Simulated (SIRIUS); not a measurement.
# Hf (Fm-3m) in SIRIUS: convergence with wave cutoff

Aim: find how far wave cutoff must go before the results for Hf settle, at LDA. This setting moves, with any that are tied to it; all else stays.

Everything below comes from runs of SIRIUS 7.10.0. Logs are shortened: lines on timing, memory, paths and dates and some standing lists are left out, and cuts for length are marked. The log counts tension as positive stress, the text compression.

## Step 1: The crystal as given

The structure is cubic, space group Fm-3m (No. 225). Conventional cell: a = 4.440 Å, b = 4.440 Å, c = 4.440 Å, α = 90.00°, β = 90.00°, γ = 90.00°. Hf (site symmetry m-3m) has 12 Hf at 3.14 Å as nearest neighbours.

This isn't the form of Hf at room conditions, which is hcp.

## Step 2: With wave cutoff 449.8 eV

Input file sirius.json:

```json
{
  "control": {
    "processing_unit": "cpu",
    "verbosity": 2,
    "num_bands_to_print": 21,
    "print_forces": true,
    "print_stress": true
  },
  "parameters": {
    "electronic_structure_method": "pseudopotential",
    "xc_functionals": ["XC_LDA_X", "XC_LDA_C_PW"],
    "gk_cutoff": 5.75,
    "pw_cutoff": 11.5,
    "ngridk": [8, 8, 8],
    "shiftk": [0, 0, 0],
    "smearing": "gaussian",
    "smearing_width": 0.0018374661,
    "num_bands": 21,
    "num_mag_dims": 0,
    "num_dft_iter": 100,
    "energy_tol": 1e-08,
    "density_tol": 1e-06
  },
  "iterative_solver": {
    "type": "davidson",
    "min_tolerance": 1e-10
  },
  "mixer": {
    "type": "anderson",
    "beta": 0.7,
    "max_history": 8
  },
  "settings": {
    "tol_ne": 1e-10
  },
  "unit_cell": {
    "lattice_vectors": [
      [0.0, 4.195191996669, 4.195191996669],
      [4.195191996669, 0.0, 4.195191996669],
      [4.195191996669, 4.195191996669, 0.0]
    ],
    "atom_coordinate_units": "lattice",
    "atom_types": ["Hf"],
    "atom_files": {
      "Hf": "Hf.json"
    },
    "atoms": {
      "Hf": [
        [0.0, 0.0, 0.0]
      ]
    }
  }
}
```

Potentials or basis: PseudoDojo 0.4.1 LDA stringent (scalar relativistic).

The run is started by

```
$ upf_to_json Hf.upf
$ OMP_NUM_THREADS=1 sirius.scf --input=sirius.json --output=out.json --task=0
```

Standard output:

```text
[info] SIRIUS version : 7.10.0
[info] number of MPI ranks           : 1
[info] MPI grid                      : 1 1
[info] maximum number of OMP threads : 1
[fft] FFT context for density and potential
[fft] =====================================
[fft]   comm size                             : 1
[fft]   plane wave cutoff                     : 11.5
[fft]   grid size                             : 24 24 24   total : 13824
[fft]   grid limits                           : -11 12   -11 12   -11 12
[fft]   number of G-vectors within the cutoff : 1884
[fft]   local number of G-vectors             : 1884
[fft]   number of G-shells                    : 130
[fft] FFT context for coarse grid
[fft] =====================================
[fft]   comm size                             : 1
[fft]   plane wave cutoff                     : 11.5
[fft]   grid size                             : 24 24 24   total : 13824
[fft]   grid limits                           : -11 12   -11 12   -11 12
[fft]   number of G-vectors within the cutoff : 1884
[fft]   local number of G-vectors             : 1884
[fft]   number of G-shells                    : 130
[unit cell] lattice vectors
[unit cell]   a1 :       0.0000000000      4.1951919967      4.1951919967
[unit cell]   a2 :       4.1951919967      0.0000000000      4.1951919967
[unit cell]   a3 :       4.1951919967      4.1951919967      0.0000000000
[unit cell] reciprocal lattice vectors
[unit cell]   b1 :      -0.7488555127      0.7488555127      0.7488555127
[unit cell]   b2 :       0.7488555127     -0.7488555127      0.7488555127
[unit cell]   b3 :       0.7488555127      0.7488555127     -0.7488555127
[unit cell] unit cell volume :       147.66770325 [a.u.^3]
[unit cell] 1/sqrt(omega)    :         0.08229193
[unit cell] MT volume        :         0.00000000 ( 0.00%)
[unit cell] IT volume        :       147.66770325 (100.00%)
[unit cell] number of atom types : 1
[unit cell] type id : 0 symbol : Hf mt_radius :  16.170000 num_atoms : 1
[unit cell] total number of atoms : 1
[unit cell] number of symmetry classes : 1
[unit cell] number of PAW atoms : 0
[unit cell] atom id  type id  class id             position                      vector_field
[unit cell] ------------------------------------------------------------------------------------------
[unit cell]      0        0        0      0.00000   0.00000   0.00000      0.00000   0.00000   0.00000
[unit cell] atom id         position (Cartesian, a.u.)
[unit cell] ---------------------------------------------
[unit cell]      0       0.000000    0.000000    0.000000
[unit cell] class id : 0 atom id : 0
[unit cell] minimum bond length:     5.932897
[unit cell] total number of pseudo wave-functions: 17
[sym] space group number   : 225
[... 383 lines left out ...]
[find] Charges and magnetic moments
[find] --------------------------------------------------------------------------------
[find] total charge          : 26.000000
[find] Energy
[find] --------------------------------------------------------------------------------
[find] valence_eval_sum               :      -7.67338185
[find] <rho|V^{XC}>                   :     -27.21131392
[find] <rho|E^{XC}>                   :     -34.95696444
[find] <mag|B^{XC}>                   :       0.00000000
[find] <rho|V^{H}>                    :     114.58429510
[find] one-electron contribution      :     -95.04636303 (Ha),    -190.09272607 (Ry)
[find] hartree contribution           :      57.29214755
[find] xc contribution                :     -34.95696444
[find] ewald contribution             :    -184.69755166
[find] PAW contribution               :       0.00000000
[find] smearing (-TS)                 :      -0.00015594
[find] SCF correction                 :      -0.00000000
[find] Total energy                   :    -257.40873159 (Ha),    -514.81746317 (Ry)
[find] Free energy (E-TS)             :    -257.40888753 (Ha),    -514.81777506 (Ry)
[find] band gap (eV)                  :       0.00000000
[find] Efermi                         :       0.85843643
[find] iteration : 22, RMS : 2.644279686027e-10, energy difference : 9.470113582211e-11
[find] Hartree energy of density residual : 1.477430651443e-18
[find] bands are converged : true
[find] iterative solver converged : true
[find] converged after 23 SCF iterations!
[find] Charges and magnetic moments
[find] --------------------------------------------------------------------------------
[find] total charge          : 26.000000
[find] Energy
[find] --------------------------------------------------------------------------------
[find] valence_eval_sum               :      -7.67338185
[find] <rho|V^{XC}>                   :     -27.21131392
[find] <rho|E^{XC}>                   :     -34.95696444
[find] <mag|B^{XC}>                   :       0.00000000
[find] <rho|V^{H}>                    :     114.58429510
[find] one-electron contribution      :     -95.04636303 (Ha),    -190.09272607 (Ry)
[find] hartree contribution           :      57.29214755
[find] xc contribution                :     -34.95696444
[find] ewald contribution             :    -184.69755166
[find] PAW contribution               :       0.00000000
[find] smearing (-TS)                 :      -0.00015594
[find] SCF correction                 :      -0.00000000
[find] Total energy                   :    -257.40873159 (Ha),    -514.81746317 (Ry)
[find] Free energy (E-TS)             :    -257.40888753 (Ha),    -514.81777506 (Ry)
[find] band gap (eV)                  :       0.00000000
[find] Efermi                         :       0.85843643
[ground_state] === stress tensor components [kbar] ===
[ground_state] === stress_kin ===
[ground_state] -104578.053973    0.000000   -0.000000
[ground_state]     0.000000-104578.053973   -0.000000
[ground_state]    -0.000000   -0.000000-104578.053973
[ground_state] === stress_har ===
[ground_state] -38049.235271    0.000000    0.000000
[ground_state]     0.000000-38049.235271   -0.000000
[ground_state]     0.000000   -0.000000-38049.235271
[ground_state] === stress_ewald ===
[ground_state] 122662.544475   -0.000000    0.000000
[ground_state]    -0.000000122662.544475    0.000000
[ground_state]     0.000000    0.000000122662.544475
[ground_state] === stress_vloc ===
[ground_state] 61247.725367   -0.000000   -0.000000
[ground_state]    -0.00000061247.725367    0.000000
[ground_state]    -0.000000    0.00000061247.725367
[ground_state] === stress_xc ===
[ground_state] -15432.276073    0.000000    0.000000
[ground_state]     0.000000-15432.276073   -0.000000
[ground_state]     0.000000   -0.000000-15432.276073
[ground_state] === stress_core ===
[ground_state] 32578.065304   -0.000000   -0.000000
[ground_state]    -0.00000032578.065304    0.000000
[ground_state]    -0.000000    0.00000032578.065304
[ground_state] === stress_nonloc ===
[ground_state] -37606.485443    0.000000   -0.000000
[ground_state]     0.000000-37606.485443   -0.000000
[ground_state]    -0.000000   -0.000000-37606.485443
[ground_state] === stress_us_nl ===
[ground_state] -37606.485443    0.000000   -0.000000
[ground_state]     0.000000-37606.485443   -0.000000
[ground_state]    -0.000000   -0.000000-37606.485443
[ground_state] === stress_total ===
[ground_state] 20822.284386   -0.000000   -0.000000
[ground_state]    -0.00000020822.284386    0.000000
[ground_state]    -0.000000    0.00000020822.284386
[ground_state] ==== total Forces in Ha/bohr =====
[ground_state] atom:    0, force:       0.0000000      0.0000000      0.0000000
[ground_state] ==== ultrasoft contribution from Qij =====
[ground_state] atom:    0, force:       0.0000000      0.0000000      0.0000000
[ground_state] ==== non-local contribution from Beta-projector =====
[ground_state] atom:    0, force:       0.0000000      0.0000000      0.0000000
[ground_state] ==== contribution from local potential =====
[ground_state] atom:    0, force:       0.0000000      0.0000000      0.0000000
[ground_state] ==== contribution from core density =====
[ground_state] atom:    0, force:       0.0000000      0.0000000      0.0000000
[ground_state] ==== Ewald forces from ions =====
[ground_state] atom:    0, force:       0.0000000      0.0000000      0.0000000
[~DFT_ground_state] local op. applied: 29646
[~DFT_ground_state] evp. work count: 5964.79
[~DFT_ground_state] number of iterative solver steps: 1219
```

Run time: 15 s. Hardware: 1 thread of Arm Neoverse V1, shared host; peak memory 0.18 GiB.

Results:

| Item | Value |
| --- | --- |
| Free energy | -7004.4527 eV |
| Pressure | -2082.2 GPa |
| Band gap on the k mesh | none (metal or under the smearing width) |

## Step 3: With wave cutoff 647.8 eV

Changes to sirius.json since step 2:

```diff
@@ -11,4 +11,4 @@
     "xc_functionals": ["XC_LDA_X", "XC_LDA_C_PW"],
-    "gk_cutoff": 5.75,
-    "pw_cutoff": 11.5,
+    "gk_cutoff": 6.9,
+    "pw_cutoff": 13.8,
     "ngridk": [8, 8, 8],
@@ -37,6 +37,7 @@
     "lattice_vectors": [
-      [0.0, 4.195191996669, 4.195191996669],
-      [4.195191996669, 0.0, 4.195191996669],
-      [4.195191996669, 4.195191996669, 0.0]
+      [0.0, 0.707106781187, 0.707106781187],
+      [0.707106781187, 0.0, 0.707106781187],
+      [0.707106781187, 0.707106781187, 0.0]
     ],
+    "lattice_vectors_scale": 5.9328974184,
     "atom_coordinate_units": "lattice",
```

Potentials or basis: PseudoDojo 0.4.1 LDA stringent (scalar relativistic).

The run is started by

```
$ upf_to_json Hf.upf
$ OMP_NUM_THREADS=1 sirius.scf --input=sirius.json --output=out.json --task=0
```

It took 33 s on 1 thread of Arm Neoverse V1, shared host; peak memory 0.2 GiB.

Results:

```yaml
Free_energy: -7288.6925 eV
Pressure: -5785.1 GPa
Band_gap_on_the_k_mesh: none (metal or under the smearing width)
```

## Step 4: With wave cutoff 881.7 eV

Changes to sirius.json since step 3:

```diff
@@ -11,4 +11,4 @@
     "xc_functionals": ["XC_LDA_X", "XC_LDA_C_PW"],
-    "gk_cutoff": 6.9,
-    "pw_cutoff": 13.8,
+    "gk_cutoff": 8.05,
+    "pw_cutoff": 16.1,
     "ngridk": [8, 8, 8],
@@ -37,7 +37,6 @@
     "lattice_vectors": [
-      [0.0, 0.707106781187, 0.707106781187],
-      [0.707106781187, 0.0, 0.707106781187],
-      [0.707106781187, 0.707106781187, 0.0]
+      [0.0, 4.195191996669, 4.195191996669],
+      [4.195191996669, 0.0, 4.195191996669],
+      [4.195191996669, 4.195191996669, 0.0]
     ],
-    "lattice_vectors_scale": 5.9328974184,
     "atom_coordinate_units": "lattice",
```

The run is started by

```
$ upf_to_json Hf.upf
$ OMP_NUM_THREADS=1 sirius.scf --input=sirius.json --output=out.json --task=0
```

Wall time 24 s (1 thread of Arm Neoverse V1, shared host); peak memory 0.24 GiB.

Results:

```
Free energy            : -7595.1587 eV
Pressure               : -3575.3 GPa
Band gap on the k mesh : none (metal or under the smearing width)
```

## Step 5: With wave cutoff 1151.6 eV

Changes to sirius.json since step 4:

```diff
@@ -11,4 +11,4 @@
     "xc_functionals": ["XC_LDA_X", "XC_LDA_C_PW"],
-    "gk_cutoff": 8.05,
-    "pw_cutoff": 16.1,
+    "gk_cutoff": 9.2,
+    "pw_cutoff": 18.4,
     "ngridk": [8, 8, 8],
@@ -37,6 +37,7 @@
     "lattice_vectors": [
-      [0.0, 4.195191996669, 4.195191996669],
-      [4.195191996669, 0.0, 4.195191996669],
-      [4.195191996669, 4.195191996669, 0.0]
+      [0.0, 0.707106781187, 0.707106781187],
+      [0.707106781187, 0.0, 0.707106781187],
+      [0.707106781187, 0.707106781187, 0.0]
     ],
+    "lattice_vectors_scale": 5.9328974184,
     "atom_coordinate_units": "lattice",
```

The run is started by

```
$ upf_to_json Hf.upf
$ OMP_NUM_THREADS=1 sirius.scf --input=sirius.json --output=out.json --task=0
```

Wall time 34 s (1 thread of Arm Neoverse V1, shared host); peak memory 0.28 GiB.

Results:

```yaml
Free_energy: -7715.8430 eV
Pressure: -963.5 GPa
Band_gap_on_the_k_mesh: none (metal or under the smearing width)
```

## Step 6: With wave cutoff 1457.5 eV

Changes to sirius.json since step 5:

```diff
@@ -11,4 +11,4 @@
     "xc_functionals": ["XC_LDA_X", "XC_LDA_C_PW"],
-    "gk_cutoff": 9.2,
-    "pw_cutoff": 18.4,
+    "gk_cutoff": 10.35,
+    "pw_cutoff": 20.7,
     "ngridk": [8, 8, 8],
```

Potentials or basis: PseudoDojo 0.4.1 LDA stringent (scalar relativistic).

The run is started by

```
$ upf_to_json Hf.upf
$ OMP_NUM_THREADS=1 sirius.scf --input=sirius.json --output=out.json --task=0
```

Wall time 54 s (1 thread of Arm Neoverse V1, shared host); peak memory 0.33 GiB.

The run converged. Its results:

| Quantity | Value |
| --- | --- |
| Free energy | -7733.8329 eV |
| Pressure | -59.8 GPa |
| Band gap on the k mesh | none (metal or under the smearing width) |

## Step 7: With wave cutoff 1799.4 eV

Changes to sirius.json since step 6:

```diff
@@ -11,4 +11,4 @@
     "xc_functionals": ["XC_LDA_X", "XC_LDA_C_PW"],
-    "gk_cutoff": 10.35,
-    "pw_cutoff": 20.7,
+    "gk_cutoff": 11.5,
+    "pw_cutoff": 23.0,
     "ngridk": [8, 8, 8],
@@ -37,7 +37,6 @@
     "lattice_vectors": [
-      [0.0, 0.707106781187, 0.707106781187],
-      [0.707106781187, 0.0, 0.707106781187],
-      [0.707106781187, 0.707106781187, 0.0]
+      [0.0, 4.195191996669, 4.195191996669],
+      [4.195191996669, 0.0, 4.195191996669],
+      [4.195191996669, 4.195191996669, 0.0]
     ],
-    "lattice_vectors_scale": 5.9328974184,
     "atom_coordinate_units": "lattice",
```

The run is started by

```
$ upf_to_json Hf.upf
$ OMP_NUM_THREADS=1 sirius.scf --input=sirius.json --output=out.json --task=0
```

It took 70 s on 1 thread of Arm Neoverse V1, shared host; peak memory 0.41 GiB.

Results (log left out):

```
Free energy            : -7734.3404 eV
Pressure               : -5.6 GPa
Band gap on the k mesh : none (metal or under the smearing width)
```

## Step 8: With wave cutoff 2377.8 eV

Changes to sirius.json since step 7:

```diff
@@ -11,4 +11,4 @@
     "xc_functionals": ["XC_LDA_X", "XC_LDA_C_PW"],
-    "gk_cutoff": 11.5,
-    "pw_cutoff": 23.0,
+    "gk_cutoff": 13.22,
+    "pw_cutoff": 26.44,
     "ngridk": [8, 8, 8],
@@ -37,6 +37,7 @@
     "lattice_vectors": [
-      [0.0, 4.195191996669, 4.195191996669],
-      [4.195191996669, 0.0, 4.195191996669],
-      [4.195191996669, 4.195191996669, 0.0]
+      [0.0, 0.707106781187, 0.707106781187],
+      [0.707106781187, 0.0, 0.707106781187],
+      [0.707106781187, 0.707106781187, 0.0]
     ],
+    "lattice_vectors_scale": 5.9328974184,
     "atom_coordinate_units": "lattice",
```

The run is started by

```
$ upf_to_json Hf.upf
$ OMP_NUM_THREADS=1 sirius.scf --input=sirius.json --output=out.json --task=0
```

It took 1.8 min on 1 thread of Arm Neoverse V1, shared host; peak memory 0.54 GiB.

Results (log left out):

```
Free energy            : -7734.3412 eV
Pressure               : -5.6 GPa
Band gap on the k mesh : none (metal or under the smearing width)
```

## Step 9: With wave cutoff 3040.9 eV

Changes to sirius.json since step 8:

```diff
@@ -11,4 +11,4 @@
     "xc_functionals": ["XC_LDA_X", "XC_LDA_C_PW"],
-    "gk_cutoff": 13.22,
-    "pw_cutoff": 26.44,
+    "gk_cutoff": 14.95,
+    "pw_cutoff": 29.9,
     "ngridk": [8, 8, 8],
@@ -37,7 +37,6 @@
     "lattice_vectors": [
-      [0.0, 0.707106781187, 0.707106781187],
-      [0.707106781187, 0.0, 0.707106781187],
-      [0.707106781187, 0.707106781187, 0.0]
+      [0.0, 4.195191996669, 4.195191996669],
+      [4.195191996669, 0.0, 4.195191996669],
+      [4.195191996669, 4.195191996669, 0.0]
     ],
-    "lattice_vectors_scale": 5.9328974184,
     "atom_coordinate_units": "lattice",
```

Potentials or basis: PseudoDojo 0.4.1 LDA stringent (scalar relativistic).

The run is started by

```
$ upf_to_json Hf.upf
$ OMP_NUM_THREADS=1 sirius.scf --input=sirius.json --output=out.json --task=0
```

It took 2.6 min on 1 thread of Arm Neoverse V1, shared host; peak memory 0.68 GiB.

It converged, with:

* Free energy: -7734.3415 eV
* Pressure: -5.6 GPa
* Band gap on the k mesh: none (metal or under the smearing width)

## Step 10: The series at a glance

| wave cutoff | energy less the tightest run, at zero smearing (meV/atom) | pressure (GPa) | SCF cycles | CPU time (s) | peak memory (GiB) |
| --- | --- | --- | --- | --- | --- |
| 449.8 eV | 729889.63 | -2082.23 | 23 | 15 | 0.18 |
| 647.8 eV | 445650.01 | -5785.12 | 26 | 33 | 0.2 |
| 881.7 eV | 139182.12 | -3575.29 | 14 | 24 | 0.24 |
| 1151.6 eV | 18497.96 | -963.52 | 15 | 34 | 0.28 |
| 1457.5 eV | 508.56 | -59.80 | 16 | 54 | 0.33 |
| 1799.4 eV | 1.10 | -5.58 | 20 | 70 | 0.41 |
| 2377.8 eV | 0.31 | -5.56 | 20 | 110 | 0.54 |
| 3040.9 eV | 0.00 | -5.55 | 19 | 160 | 0.68 |

Against the tightest run, the energy stays within 1 meV/atom from 2377.8 eV on; the pressure stays within 0.1 GPa from 1799.4 eV on. The tightest run that finished is the yardstick and may itself not be fully converged.
